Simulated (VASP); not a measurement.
# TiSe2 (P-3m1) in VASP: single point with PBE

Aim: the single point of TiSe2 with PBE.

All numbers are computed with VASP 6.6.1; they aren't measurements. Logs are shortened: lines on timing, memory, paths and dates and some standing lists are left out, and cuts for length are marked.

## (1) Starting point

The structure is trigonal, space group P-3m1 (No. 164). The conventional cell has a = 3.540 Å, b = 3.540 Å, c = 6.008 Å, α = 90.00°, β = 90.00°, γ = 120.00°. Around Ti (site symmetry -3m) lie 6 Se at 2.56 Å. Around Se (site symmetry 3m) lie 3 Ti at 2.56 Å.

The cell was built by a generator and needn't be a form met in nature.

## (2) Single point, PBE

INCAR

```
ALGO = Fast
EDIFF = 1E-7
ENCUT = 520
GGA = PE
ISIF = 2
ISMEAR = -1
LASPH = T
LCHARG = F
LREAL = F
LWAVE = F
NBANDS = 19
NELM = 100
PREC = Accurate
SIGMA = 0.05
```

KPOINTS

```
k-points
0
Gamma
  16 16 8
```

POSCAR

```
TiSe2
1.0
    3.5400000000      0.0000000000      0.0000000000
   -1.7700000000      3.0657299294      0.0000000000
    0.0000000000      0.0000000000      6.0080000000
Ti Se
1 2
Direct
    0.0000000000      0.0000000000      0.0000000000
    0.3333333333      0.6666666667      0.2558629681
    0.6666666667      0.3333333333     -0.2558629681
```

Potentials or basis: VASP PAW PBE potentials, release 64 (Ti_sv, Se).

Launch:

```
> cat potpaw_PBE.64/Ti_sv/POTCAR potpaw_PBE.64/Se/POTCAR > POTCAR
> mpirun -np 1 vasp_std > vasp.out
```

OUTCAR:

```text
EDIFF = 1E-7
   ENCUT = 520
   GGA = PE
   ISIF = 2
   ISMEAR = -1
   LASPH = T
   LREAL = F
   NELM = 100
   PREC = Accurate

 ion  position               nearest neighbor table
   1  0.000  0.000  0.000-   2 2.56   3 2.56   3 2.56   2 2.56   3 2.56   2 2.56
   2  0.333  0.667  0.256-   1 2.56   1 2.56   1 2.56
   3  0.667  0.333  0.744-   1 2.56   1 2.56   1 2.56

  LATTYP: Found a hexagonal cell.
 ALAT       =     3.5400000000
 C/A-ratio  =     1.6971751412

  Lattice vectors:

 A1 = (   3.5400000000,   0.0000000000,   0.0000000000)
 A2 = (  -1.7700000000,   3.0657299294,   0.0000000000)
 A3 = (   0.0000000000,   0.0000000000,   6.0080000000)

Analysis of symmetry for initial positions (statically):
=====================================================================
 Subroutine PRICEL returns:
 Original cell was already a primitive cell.

 Routine SETGRP: Setting up the symmetry group for a
 hexagonal supercell.

 Subroutine GETGRP returns: Found 12 space group operations
 (whereof 12 operations were pure point group operations)
 out of a pool of 24 trial point group operations.

The static configuration has the point symmetry D_3d.

Analysis of symmetry for dynamics (positions and initial velocities):
=====================================================================
 Subroutine PRICEL returns:
 Original cell was already a primitive cell.

 Routine SETGRP: Setting up the symmetry group for a
 hexagonal supercell.

 Subroutine GETGRP returns: Found 12 space group operations
 (whereof 12 operations were pure point group operations)
 out of a pool of 24 trial point group operations.

The dynamic configuration has the point symmetry D_3d.

 Subroutine INISYM returns: Found 12 space group operations
 (whereof 12 operations are pure point group operations),
 and found     1 'primitive' translations

----------------------------------------------------------------------------------------

                                     Primitive cell

  volume of cell :      65.2029

  direct lattice vectors                    reciprocal lattice vectors
     3.540000000  0.000000000  0.000000000     0.282485876  0.163093296  0.000000000
    -1.770000000  3.065729929  0.000000000     0.000000000  0.326186593  0.000000000
     0.000000000  0.000000000  6.008000000     0.000000000  0.000000000  0.166444740

  length of vectors
     3.540000000  3.540000000  6.008000000     0.326186593  0.326186593  0.166444740

  position of ions in fractional coordinates (direct lattice)
     0.000000000  0.000000000  0.000000000
     0.333333333  0.666666667  0.255862968
[... 81 lines left out ...]
   EDIFFG = 0.1E-05   stopping-criterion for IOM
   NSW    =      0    number of steps for IOM
   IBRION =     -1    ionic relax: 0-MD 1-quasi-New 2-CG
   NFREE  =      0    steps in history (QN), initial steepest desc. (CG)
   ISIF   =      2    stress and relaxation
   ISYM   =      2    0-nonsym 1-usesym 2-fastsym
   POTIM  = 0.5000    time-step for ionic-motion
   TEBEG  =    0.0;   TEEND  =   0.0 temperature during run
   PSTRESS=    0.0 pullay stress
   NELECT =      24.0000    total number of electrons
   NUPDOWN=      -1.0000    fix difference up-down
   EMIN   =  10.00;   EMAX   =-10.00  energy-range for DOS
   EFERMI =   0.00;   METHOD = LEGACY
   ISMEAR =    -1;   SIGMA  =   0.05  broadening in eV -4-tet -1-fermi 0-gaus
   EFERMI_NEDOS =   21; number of points for ismear=-14 and -15
   IALGO  =     68    algorithm
   IMIX   =      4    mixing-type and parameters
     AMIX     =   0.40;   BMIX     =  1.00
     AMIX_MAG =   1.60;   BMIX_MAG =  1.00
  volume/ion in A,a.u.               =      21.73       146.67
  Fermi-wavevector in a.u.,A,eV,Ry     =   1.173247  2.217116 18.728544  1.376509
  Thomas-Fermi vector in A             =   2.309663
   LORBIT       =      0    0 simple, 1 ext, 2 COOP (PROOUT), +10 PAW based schemes
   GGA     = PE    functional components
   LHFCALC =     F    Hartree Fock is set to
   AEXX    =    0.0000 exact exchange contribution
   IVDW    =     0    specifies the selected vdW correction
   LEPSILON=     F    determine dielectric tensor
   LRPA    =     F    only Hartree local field effects (RPA)
 non-spin polarized calculation
 RMM-DIIS sequential band-by-band and
  energy-cutoff  :      520.00
  volume of cell :       65.20
 maximum number of plane-waves:      1792
 NGX is ok and might be reduce to    28
   NGX = 13   NGY = 13   NGZ = 23

 number of electron      24.0000000 magnetization

 Free energy of the ion-electron system (eV)
  ---------------------------------------------------
  ext. energy  EPLUGINS =         0.00000000
  ---------------------------------------------------
  free energy    TOTEN  =       -18.17896796 eV

  energy without entropy =      -18.17185836  energy(sigma->0) =      -18.17541316

 E-fermi :   4.7651     XC(G=0):  -9.9868

 val. band max:        4.7532356400   @ k =   0.0000   0.0625   0.3750
 cond. band min:       4.7676278275   @ k =   0.4375  -0.0000   0.3750
 fundamental gap:      0.0143921875
 Fermi energy:         4.7651103185

 k-point     1 :       0.0000    0.0000    0.0000
  band No.  band energies     occupation
      1     -52.8670      2.00000
      2     -29.0889      2.00000
      3     -29.0810      2.00000
      4     -29.0810      2.00000
      5      -9.1642      2.00000
      6      -7.7453      2.00000
[... 505 lines left out ...]
      6      -7.4230      2.00000
[... 11 lines left out ...]
     18      11.5964      0.00000
     19      13.1155      0.00000

 [... further k-points ...]

------------------------ aborting loop because EDIFF is reached ----------------------------------------

  FORCE on cell =-STRESS in cart. coord.  units (eV):
  Direction    XX          YY          ZZ          XY          YZ          ZX
  --------------------------------------------------------------------------------------
  -------------------------------------------------------------------------------------
  Total        0.3257358      0.3257358      0.7881556     -0.0000000      0.0000000      0.0000000
  in kB        8.0040344      8.0040344     19.3666919     -0.0000000      0.0000000      0.0000000
  external PRESSURE =      11.7915869 kB  Pullay stress =       0.0000000 kB

 VOLUME and BASIS-vectors are now :
 -----------------------------------------------------------------------------
  energy-cutoff  :      520.00
  volume of cell :       65.20
      direct lattice vectors                 reciprocal lattice vectors
     3.540000000  0.000000000  0.000000000     0.282485876  0.163093296  0.000000000
    -1.770000000  3.065729929  0.000000000     0.000000000  0.326186593  0.000000000
     0.000000000  0.000000000  6.008000000     0.000000000  0.000000000  0.166444740

 POSITION                                       TOTAL-FORCE (eV/Angst)
 -----------------------------------------------------------------------------------
      0.00000      0.00000      0.00000        -0.000000      0.000000      0.000000
     -0.00000      2.04382      1.53722         0.000000      0.000000      0.017962
      1.77000      1.02191      4.47078         0.000000      0.000000     -0.017962
 -----------------------------------------------------------------------------------
    total drift:                               -0.000000     -0.000000     -0.000000

  FREE ENERGIE OF THE ION-ELECTRON SYSTEM (eV)
  ---------------------------------------------------
  free  energy   TOTEN  =       -18.1789679595 eV

  energy  without entropy=      -18.1718583550  energy(sigma->0) =      -18.17541316
```

stdout:

```text
POSCAR found type information on POSCAR TiSe
 POSCAR found :  2 types and       3 ions
 scaLAPACK will be used
 LDA part: xc-table for (Slater+PW92), standard interpolation
 POSCAR, INCAR and KPOINTS ok, starting setup
[... 24 lines left out ...]
 num prob  num prob  num prob WARNING in EDDRMM: call to ZHEGV failed, returncode =   6  3      5
 num prob  num prob  num prob  num prob  num prob  num prob  num prob  num prob  num prob WARNING in EDDRMM: call to ZHEGV failed, returncode =   8  4     13
 num prob  num prob  num prob WARNING in EDDRMM: call to ZHEGV failed, returncode =   8  4      5
 num prob WARNING in EDDRMM: call to ZHEGV failed, returncode =   6  3      6
 num prob  num prob  num prob  num prob  num prob  num prob WARNING in EDDRMM: call to ZHEGV failed, returncode =   8  4      6
 num prob  num prob  num prob RMM:  30    -0.181789679595E+02   -0.67561E-07   -0.74577E-07  8221   0.315E-03
```

It took 8.3 min on 1 thread of Intel Xeon Platinum 8375C at 2.90GHz (Ice Lake), shared host; peak memory 0.38 GiB.

What came out:

- Free energy: -18.1790 eV
- Pressure: 1.2 GPa
- Largest force: 0.018 eV/Å
- Band gap on the k mesh: none (metal or under the smearing width)

Forces in eV/Å, atoms in the order of the input:
```
Ti   0.000  0.000  0.000
Se   0.000  0.000  0.018
Se   0.000  0.000 -0.018
```

Stress tensor (GPa, compression positive):
```
0.80 0.00 0.00
0.00 0.80 0.00
0.00 0.00 1.94
```

Levels at points of the mesh, in eV from the Fermi level:
```tsv
k point	band 9	band 10	band 11	band 12	band 13	band 14	band 15	band 16
(0.00, 0.00, 0.00)	-2.29	0.19	0.45	0.45	0.48	0.48	0.64	3.28
(0.50, 0.00, 0.00)	-2.74	-2.70	-2.27	-1.38	0.09	1.33	1.72	3.17
(0.00, 0.00, 0.50)	-2.24	-2.24	0.25	0.25	0.44	0.44	1.21	3.61
(0.50, 0.00, 0.50)	-2.69	-2.48	-1.20	-0.97	-0.16	1.33	1.69	3.06
```

Caveat: this functional lacks dispersion, which binds the layers, so the pressure and a relaxed spacing across them are unreliable.
